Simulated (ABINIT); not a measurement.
Pb:

```
Pb
1.0
     0.00000    2.47502    2.47502
     2.47502    0.00000    2.47502
     2.47502    2.47502    0.00000
Pb
1
Direct
  0.00000 0.00000 0.00000
```

Base run:

| Property | Result |
| --- | --- |
| Program | ABINIT 10.8.3 (patched build) |
| Functional | PBEsol |
| Potentials or basis | JTH PAW PBE v2.0 |
| Cutoff | 707 eV |
| k mesh | 9 × 9 × 9 |
| Occupations | fermi-dirac, width 0.05 eV |
| Spin | no spin polarisation |

Its results: band gap on the k mesh none (metal or under the smearing width); pressure -1.0 GPa.

Task: After a change of settings the same cell gave: band gap on the k mesh none (metal or under the smearing width); pressure 1.8 GPa. Which change was it?
A. functional from PBEsol to PW91
B. functional from PBEsol to SCAN
C. functional from PBEsol to r2SCAN
D. functional from PBEsol to LDA

Result: A.

PW91 binds less tightly than PBEsol, so the same cell stands under more pressure.

Caveats: the PAW data sets were made with another functional, which shifts forces and pressure a little.

Runs at the PBE level aren't shown here.
